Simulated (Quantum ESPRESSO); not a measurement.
# C in Quantum ESPRESSO: notebook

The runs below take C through Wannier functions, with LDA.

All numbers are computed with Quantum ESPRESSO 7.5; they aren't measurements. Logs are shortened: lines on timing, memory, paths and dates and some standing lists are left out, and cuts for length are marked.

## (1) Starting point

The cell holds a slab with vacuum, 4 atoms: a = 2.456 Å, b = 2.456 Å, c = 24.134 Å, α = 90.00°, β = 90.00°, γ = 120.00°.

## (2) Wannier functions, LDA

pw.in

```
&CONTROL
  calculation = 'scf'
  prefix = 'pwscf'
  outdir = './tmp'
  pseudo_dir = './pseudo'
  tprnfor = .true.
  tstress = .true.
  disk_io = 'low'
/
&SYSTEM
  ibrav = 0
  celldm(1) = 8
  nat = 4
  ntyp = 1
  ecutwfc = 82
  nbnd = 14
  occupations = 'smearing'
  smearing = 'fd'
  degauss = 0.00367493
/
&ELECTRONS
  conv_thr = 8d-10
  electron_maxstep = 120
  mixing_beta = 0.5
/
ATOMIC_SPECIES
C     12.0110 C.upf
CELL_PARAMETERS alat
  0.5801996607641   0.0000000000000   0.0000000000000
 -0.2900998303820   0.5024676454959   0.0000000000000
  0.0000000000000   0.0000000000000   5.7008218776838
ATOMIC_POSITIONS crystal
C      0.6666666667    0.3333333333    0.5704754400
C      0.3333333333    0.6666666667    0.4295245600
C      0.0000000000    0.0000000000    0.4295312300
C      0.0000000000    0.0000000000    0.5704687700
K_POINTS automatic
10 10 2 0 0 0
```

nscf.in

```
&CONTROL
  calculation = 'nscf'
  prefix = 'pwscf'
  outdir = './tmp'
  pseudo_dir = './pseudo'
  disk_io = 'low'
/
&SYSTEM
  ibrav = 0
  celldm(1) = 8
  nat = 4
  ntyp = 1
  ecutwfc = 82
  nbnd = 26
  occupations = 'smearing'
  smearing = 'fd'
  degauss = 0.00367493
  nosym = .true.
  noinv = .true.
/
&ELECTRONS
  conv_thr = 1d-09
  electron_maxstep = 120
  mixing_beta = 0.5
  diago_full_acc = .true.
  startingwfc = 'random'
/
ATOMIC_SPECIES
C     12.0110 C.upf
CELL_PARAMETERS alat
  0.5801996607641   0.0000000000000   0.0000000000000
 -0.2900998303820   0.5024676454959   0.0000000000000
  0.0000000000000   0.0000000000000   5.7008218776838
ATOMIC_POSITIONS crystal
C      0.6666666667    0.3333333333    0.5704754400
C      0.3333333333    0.6666666667    0.4295245600
C      0.0000000000    0.0000000000    0.4295312300
C      0.0000000000    0.0000000000    0.5704687700
K_POINTS crystal
49
  0.00000000   0.00000000   0.00000000 2.04081633e-02
  0.00000000   0.14285714   0.00000000 2.04081633e-02
  0.00000000   0.28571429   0.00000000 2.04081633e-02
  0.00000000   0.42857143   0.00000000 2.04081633e-02
  0.00000000   0.57142857   0.00000000 2.04081633e-02
  0.00000000   0.71428571   0.00000000 2.04081633e-02
[... 41 lines left out ...]
  0.85714286   0.71428571   0.00000000 2.04081633e-02
  0.85714286   0.85714286   0.00000000 2.04081633e-02
```

pw2wan.in

```
&INPUTPP
  prefix = 'pwscf'
  outdir = './tmp'
  seedname = 'w'
  write_mmn = .true.
  write_amn = .true.
/
```

bands.in

```
&CONTROL
  calculation = 'bands'
  prefix = 'pwscf'
  outdir = './tmp'
  pseudo_dir = './pseudo'
  disk_io = 'low'
/
&SYSTEM
  ibrav = 0
  celldm(1) = 8
  nat = 4
  ntyp = 1
  ecutwfc = 82
  nbnd = 26
  occupations = 'smearing'
  smearing = 'fd'
  degauss = 0.00367493
/
&ELECTRONS
  conv_thr = 1d-08
  electron_maxstep = 120
  mixing_beta = 0.5
  diago_full_acc = .true.
  startingwfc = 'random'
/
ATOMIC_SPECIES
C     12.0110 C.upf
CELL_PARAMETERS alat
  0.5801996607641   0.0000000000000   0.0000000000000
 -0.2900998303820   0.5024676454959   0.0000000000000
  0.0000000000000   0.0000000000000   5.7008218776838
ATOMIC_POSITIONS crystal
C      0.6666666667    0.3333333333    0.5704754400
C      0.3333333333    0.6666666667    0.4295245600
C      0.0000000000    0.0000000000    0.4295312300
C      0.0000000000    0.0000000000    0.5704687700
K_POINTS crystal
54
  0.00000000   0.00000000   0.00000000 1
  0.05555600   0.00000000   0.00000000 1
  0.11111100   0.00000000   0.00000000 1
  0.16666700   0.00000000   0.00000000 1
  0.22222200   0.00000000   0.00000000 1
  0.27777800   0.00000000   0.00000000 1
[... 46 lines left out ...]
  0.33333300   0.33333300   0.00000000 1
  0.33333300   0.33333300   0.50000000 1
```

w.win

```
num_wann = 16
num_bands = 26
guiding_centres = true
dis_froz_max = 0.5
dis_num_iter = 600
dis_mix_ratio = 0.5
dis_conv_tol = 1.0d-9
num_iter = 1200
conv_tol = 1.0d-8
conv_window = 4
num_print_cycles = 200
fermi_energy = -1.3324
bands_plot = true
write_hr = true
mp_grid = 7 7 1
begin projections
C: s;p
end projections
begin unit_cell_cart
ang
  2.4562275060   0.0000000000   0.0000000000
 -1.2281137530   2.1271554177   0.0000000000
  0.0000000000   0.0000000000  24.1339601687
end unit_cell_cart
begin atoms_frac
C    0.6666666667   0.3333333333   0.5704754400
C    0.3333333333   0.6666666667   0.4295245600
C    0.0000000000   0.0000000000   0.4295312300
C    0.0000000000   0.0000000000   0.5704687700
end atoms_frac
begin kpoint_path
G   0.0000000000   0.0000000000   0.0000000000  M   0.5000000000   0.0000000000   0.0000000000
M   0.5000000000   0.0000000000   0.0000000000  K   0.3333333333   0.3333333333   0.0000000000
K   0.3333333333   0.3333333333   0.0000000000  G   0.0000000000   0.0000000000   0.0000000000
G   0.0000000000   0.0000000000   0.0000000000  A   0.0000000000   0.0000000000   0.5000000000
A   0.0000000000   0.0000000000   0.5000000000  L   0.5000000000   0.0000000000   0.5000000000
L   0.5000000000   0.0000000000   0.5000000000  H   0.3333333333   0.3333333333   0.5000000000
H   0.3333333333   0.3333333333   0.5000000000  A   0.0000000000   0.0000000000   0.5000000000
L   0.5000000000   0.0000000000   0.5000000000  M   0.5000000000   0.0000000000   0.0000000000
K   0.3333333333   0.3333333333   0.0000000000  H   0.3333333333   0.3333333333   0.5000000000
end kpoint_path
bands_num_points = 9
begin kpoints
  0.00000000   0.00000000   0.00000000
  0.00000000   0.14285714   0.00000000
  0.00000000   0.28571429   0.00000000
  0.00000000   0.42857143   0.00000000
  0.00000000   0.57142857   0.00000000
  0.00000000   0.71428571   0.00000000
[... 41 lines left out ...]
  0.85714286   0.71428571   0.00000000
  0.85714286   0.85714286   0.00000000
end kpoints
```

Potentials or basis: PseudoDojo 0.4.1 SR LDA standard.

Run with:

```
$ OMP_NUM_THREADS=1 pw.x -in pw.in > pw.out
$ OMP_NUM_THREADS=1 pw.x -in nscf.in > nscf.out
$ wannier90.x -pp w
$ OMP_NUM_THREADS=1 pw2wannier90.x -in pw2wan.in > pw2wan.out
$ wannier90.x w
$ OMP_NUM_THREADS=1 pw.x -in bands.in > bands.out
```

pw.out:

```text
This program is part of the open-source Quantum ESPRESSO suite
     for quantum simulation of materials; please cite
[... 9 lines left out ...]
     --------------------
     sticks:   dense  smooth     PW     G-vecs:    dense   smooth      PW
     Sum         499     499    151                85517    85517   13997

     Using Slab Decomposition

     bravais-lattice index     =            0
     lattice parameter (alat)  =       8.0000  a.u.
     unit-cell volume          =     850.9284 (a.u.)^3
     number of atoms/cell      =            4
     number of atomic types    =            1
     number of electrons       =        16.00
     number of Kohn-Sham states=           14
     kinetic-energy cutoff     =      82.0000  Ry
     charge density cutoff     =     328.0000  Ry
     scf convergence threshold =      8.0E-10
     mixing beta               =       0.5000
     number of iterations used =            8  plain     mixing
     Exchange-correlation= SLA  PW   NOGX NOGC
                           (   1   4   0   0   0   0   0)

     celldm(1)=   8.000000  celldm(2)=   0.000000  celldm(3)=   0.000000
     celldm(4)=   0.000000  celldm(5)=   0.000000  celldm(6)=   0.000000

     crystal axes: (cart. coord. in units of alat)
               a(1) = (   0.580200   0.000000   0.000000 )
               a(2) = (  -0.290100   0.502468   0.000000 )
               a(3) = (   0.000000   0.000000   5.700822 )

     reciprocal axes: (cart. coord. in units 2 pi/alat)
               b(1) = (  1.723545  0.995089 -0.000000 )
               b(2) = (  0.000000  1.990178  0.000000 )
               b(3) = (  0.000000 -0.000000  0.175413 )

     PseudoPot. # 1 for C  read from file:
     C.upf
     Pseudo is Norm-conserving + core correction, Zval =  4.0
     Generated using ONCVPSP code by D. R. Hamann
     Using radial grid of 1234 points,  4 beta functions with:
                l(1) =   0
                l(2) =   0
                l(3) =   1
                l(4) =   1

     atomic species   valence    mass     pseudopotential
     C                 4.00    12.01100     C ( 1.00)

     12 Sym. Ops., with inversion, found

   Cartesian axes

     site n.     atom                  positions (alat units)
         1        C      tau(   1) = (   0.2900998   0.1674892   3.2521789  )
         2        C      tau(   2) = (  -0.0000000   0.3349784   2.4486430  )
         3        C      tau(   3) = (   0.0000000   0.0000000   2.4486810  )
         4        C      tau(   4) = (   0.0000000   0.0000000   3.2521408  )

     number of k points=    28  Fermi-Dirac smearing, width (Ry)=  0.0037
                       cart. coord. in units 2pi/alat
        k(    1) = (   0.0000000   0.0000000   0.0000000), wk =   0.0100000
        k(    2) = (   0.0000000   0.0000000  -0.0877067), wk =   0.0100000
        k(    3) = (   0.0000000   0.1990178   0.0000000), wk =   0.0600000
        k(    4) = (   0.0000000   0.1990178  -0.0877067), wk =   0.0600000
        k(    5) = (   0.0000000   0.3980356   0.0000000), wk =   0.0600000
        k(    6) = (   0.0000000   0.3980356  -0.0877067), wk =   0.0600000
[... 20 lines left out ...]
        k(   27) = (   0.5170634   0.8955801   0.0000000), wk =   0.0600000
        k(   28) = (   0.5170634   0.8955801  -0.0877067), wk =   0.0600000

     Dense  grid:    85517 G-vectors     FFT dimensions: (  27,  27, 270)

     Initial potential from superposition of free atoms

     starting charge      15.9998, renormalised to      16.0000

     negative rho (up, down):  3.046E-05 0.000E+00
     Starting wfcs are   16 randomized atomic wfcs

     Self-consistent Calculation

     iteration #  1     ecut=    82.00 Ry     beta= 0.50
     Davidson diagonalization with overlap
     ethr =  1.00E-02,  avg # of iterations =  5.8

     negative rho (up, down):  5.633E-07 0.000E+00

     total energy              =     -48.23904680 Ry
     estimated scf accuracy    <       0.39494069 Ry

     iteration #  2     ecut=    82.00 Ry     beta= 0.50
     Davidson diagonalization with overlap
     ethr =  2.47E-03,  avg # of iterations =  4.9

     negative rho (up, down):  1.068E-08 0.000E+00

     total energy              =     -48.24209875 Ry
     estimated scf accuracy    <       0.04096536 Ry

     iteration #  3     ecut=    82.00 Ry     beta= 0.50
     Davidson diagonalization with overlap
     ethr =  2.56E-04,  avg # of iterations =  9.8

     total energy              =     -48.25062951 Ry
     estimated scf accuracy    <       0.00155569 Ry

     iteration #  4     ecut=    82.00 Ry     beta= 0.50
     Davidson diagonalization with overlap
     c_bands:  1 eigenvalues not converged
     ethr =  9.72E-06,  avg # of iterations =  9.1

     total energy              =     -48.25086480 Ry
     estimated scf accuracy    <       0.00038303 Ry

     iteration #  5     ecut=    82.00 Ry     beta= 0.50
     Davidson diagonalization with overlap
     ethr =  2.39E-06,  avg # of iterations =  4.9

     total energy              =     -48.25085754 Ry
     estimated scf accuracy    <       0.00005042 Ry

     iteration #  6     ecut=    82.00 Ry     beta= 0.50
     Davidson diagonalization with overlap
     ethr =  3.15E-07,  avg # of iterations =  3.2

     total energy              =     -48.25087164 Ry
     estimated scf accuracy    <       0.00000358 Ry
[... 5 lines left out ...]
     total energy              =     -48.25087204 Ry
     estimated scf accuracy    <       0.00000012 Ry

     iteration #  8     ecut=    82.00 Ry     beta= 0.50
     Davidson diagonalization with overlap
     ethr =  7.51E-10,  avg # of iterations =  3.0

     total energy              =     -48.25087208 Ry
     estimated scf accuracy    <       0.00000001 Ry

     iteration #  9     ecut=    82.00 Ry     beta= 0.50
     Davidson diagonalization with overlap
     ethr =  7.54E-11,  avg # of iterations =  2.3

     End of self-consistent calculation

          k = 0.0000 0.0000 0.0000 ( 10763 PWs)   bands (ev):

   -20.8379 -20.6942  -9.5638  -8.6154  -4.3794  -4.3794  -4.3715  -4.3715
     2.0976   2.6248   3.2952   3.9515   4.2477   5.5428

          k = 0.0000 0.0000-0.0877 ( 10728 PWs)   bands (ev):

   -20.8379 -20.6942  -9.5638  -8.6154  -4.3794  -4.3794  -4.3715  -4.3715
     2.0985   2.6162   3.3794   3.7017   4.7478   4.8598

          k = 0.0000 0.1990 0.0000 ( 10739 PWs)   bands (ev):

   -20.6008 -20.4592  -9.2740  -8.3344  -5.2875  -5.2702  -4.8638  -4.8503
     2.4134   2.9472   3.6256   4.2798   4.5648   5.8464

          k = 0.0000 0.1990-0.0877 ( 10734 PWs)   bands (ev):

   -20.6008 -20.4592  -9.2740  -8.3345  -5.2875  -5.2702  -4.8638  -4.8502
     2.4142   2.9390   3.7100   4.0268   5.0741   5.1681
[... 18 lines left out ...]
   -18.7264 -18.6019 -10.0696 -10.0145  -7.0268  -6.9047  -6.8823  -6.1765
     4.2834   4.6780   4.9262   5.5424   6.3522   6.5625

          k = 0.0000 0.7961 0.0000 ( 10644 PWs)   bands (ev):

   -17.1307 -17.0206 -12.6561 -12.5822  -7.5844  -7.5606  -5.2514  -4.5429
     1.5433   2.0391   6.2952   6.4631   7.1453   7.7624

          k = 0.0000 0.7961-0.0877 ( 10662 PWs)   bands (ev):

   -17.1307 -17.0206 -12.6561 -12.5822  -7.5845  -7.5606  -5.2514  -4.5429
     1.5433   2.0391   6.2952   6.4631   7.1456   7.7585

          k = 0.0000-0.9951 0.0000 ( 10674 PWs)   bands (ev):

   -15.4705 -15.4177 -14.6174 -14.5773  -7.8213  -7.7970  -3.9409  -3.6009
     0.1234   0.4790   6.1866   6.3781   9.7887   9.8289

          k = 0.0000-0.9951-0.0877 ( 10668 PWs)   bands (ev):

   -15.4705 -15.4177 -14.6174 -14.5773  -7.8213  -7.7970  -3.9409  -3.6009
     0.1234   0.4790   6.1866   6.3781   9.7887   9.8290

          k = 0.1724 0.2985 0.0000 ( 10707 PWs)   bands (ev):

   -20.1283 -19.9911  -8.6991  -7.7785  -6.6162  -6.6000  -5.8244  -5.8128
     3.0456   3.5909   4.2864   4.9364   5.1987   6.4530

          k = 0.1724 0.2985-0.0877 ( 10712 PWs)   bands (ev):

   -20.1283 -19.9911  -8.6991  -7.7785  -6.6162  -6.6000  -5.8244  -5.8128
     3.0463   3.5834   4.3710   4.6772   5.7263   5.7838

          k = 0.1724 0.4975 0.0000 ( 10635 PWs)   bands (ev):

   -19.1912 -19.0625  -8.7728  -8.7339  -7.5719  -7.0878  -7.0637  -6.6943
     4.3055   4.8576   5.4963   5.6044   5.7307   6.2505
[... 53 lines left out ...]
   -14.8730 -14.8235 -14.0249 -13.9917 -10.2520 -10.2037  -3.0721  -2.7405
    -0.1067  -0.0073   9.3627   9.6129   9.8473  10.0238

          k = 0.5171 0.8956 0.0000 ( 10665 PWs)   bands (ev):

   -14.8120 -14.7284 -13.0921 -13.0516 -11.6434 -11.6177  -2.6668  -2.1607
    -0.5042  -0.1941   9.1047   9.1326  10.2542  11.4392

          k = 0.5171 0.8956-0.0877 ( 10646 PWs)   bands (ev):

   -14.8120 -14.7284 -13.0921 -13.0516 -11.6434 -11.6177  -2.6668  -2.1607
    -0.5042  -0.1941   9.1047   9.1326  10.2542  11.4387

     the Fermi energy is    -1.3324 ev

!    total energy              =     -48.25087208 Ry
     estimated scf accuracy    <          3.2E-10 Ry
     smearing contrib. (-TS)   =      -0.00000000 Ry
     internal energy E=F+TS    =     -48.25087208 Ry

     The total energy is F=E-TS. E is the sum of the following terms:
     one-electron contribution =    -744.56297171 Ry
     hartree contribution      =     375.52908020 Ry
     xc contribution           =     -17.11685634 Ry
     ewald contribution        =     337.89987577 Ry

     convergence has been achieved in   9 iterations

     Forces acting on atoms (cartesian axes, Ry/au):

     atom    1 type  1   force =     0.00000000    0.00000000   -0.00020783
     atom    2 type  1   force =    -0.00000000   -0.00000000    0.00020783
     atom    3 type  1   force =     0.00000000   -0.00000000    0.00037814
     atom    4 type  1   force =     0.00000000   -0.00000000   -0.00037814

     Total force =     0.000610     Total SCF correction =     0.000023

     Computing stress (Cartesian axis) and pressure

          total   stress  (Ry/bohr**3)                   (kbar)     P=       -8.11
  -0.00007894   0.00000000   0.00000000          -11.61        0.00        0.00
   0.00000000  -0.00007894   0.00000000            0.00      -11.61        0.00
   0.00000000   0.00000000  -0.00000745            0.00        0.00       -1.10

=------------------------------------------------------------------------------=
   JOB DONE.
=------------------------------------------------------------------------------=
```

Wall time 18 min (1 thread of Arm Neoverse V1, shared host); peak memory 0.29 GiB.

Results:

| Quantity | Value |
| --- | --- |
| Free energy | -656.4866 eV |
| Largest force | 0.010 eV/Å |
| Band gap along the path | none (metal or under the smearing width) |
| Total Wannier spread | 33.19 Å² over 16 functions |
| RMS miss of the Wannier bands | 0.060 eV |

Forces in eV/Å, atoms in the order of the input:
```
C    0.000  0.000 -0.005
C    0.000  0.000  0.005
C    0.000  0.000  0.010
C    0.000  0.000 -0.010
```

Stress tensor (GPa, compression positive):
```
-1.16  0.00  0.00
 0.00 -1.16  0.00
 0.00  0.00 -0.11
```

Levels at the corners of the path, in eV from the Fermi level:
```csv
point,band 6,band 7,band 8,band 9,band 10,band 11
Γ,-3.05,-3.04,-3.04,3.43,3.96,4.63
M,-6.46,-2.61,-2.27,1.46,1.81,7.52
K,-10.72,-0.36,-0.04,-0.04,0.28,10.31
Γ,-3.05,-3.04,-3.04,3.43,3.96,4.63
A,-3.05,-3.04,-3.04,3.43,3.95,4.71
L,-6.46,-2.61,-2.27,1.46,1.81,7.52
H,-10.72,-0.36,-0.04,-0.04,0.28,10.31
A,-3.05,-3.04,-3.04,3.43,3.95,4.71
L,-6.46,-2.61,-2.27,1.46,1.81,7.52
M,-6.46,-2.61,-2.27,1.46,1.81,7.52
K,-10.72,-0.36,-0.04,-0.04,0.28,10.31
H,-10.72,-0.36,-0.04,-0.04,0.28,10.31
```

Wannier functions:
| function | nearest atom | distance (Å) | spread (Å²) | on-site energy from the reference level (eV) |
| --- | --- | --- | --- | --- |
| 1 | 1 C | 1.95 | 4.81 | 10.32 |
| 2 | 1 C | 0.40 | 0.86 | -0.95 |
| 3 | 4 C | 0.33 | 4.17 | 8.03 |
| 4 | 1 C | 0.27 | 3.81 | 4.52 |
| 5 | 2 C | 1.58 | 3.78 | 8.22 |
| 6 | 2 C | 0.34 | 0.89 | -0.02 |
| 7 | 2 C | 0.60 | 1.89 | 0.00 |
| 8 | 2 C | 1.06 | 4.51 | 9.12 |
| 9 | 3 C | 0.53 | 1.22 | -4.07 |
| 10 | 3 C | 0.42 | 0.94 | -0.74 |
| 11 | 2 C | 0.69 | 0.89 | -7.57 |
| 12 | 2 C | 0.63 | 1.33 | -4.50 |
| 13 | 4 C | 0.62 | 1.27 | -5.43 |
| 14 | 4 C | 0.38 | 0.88 | -0.50 |
| 15 | 1 C | 0.58 | 0.91 | -6.70 |
| 16 | 4 C | 0.70 | 1.01 | -7.01 |

Parts of the spread (Å²): invariant 19.10, diagonal 2.949, off-diagonal 11.13, total 33.19. Against the direct bands the interpolation misses by 60 meV (root mean square) and 236 meV at most, for states up to 1 eV over the reference level.

Caveat: the Wannier minimisation didn't converge.

[end of part 1 of 2]
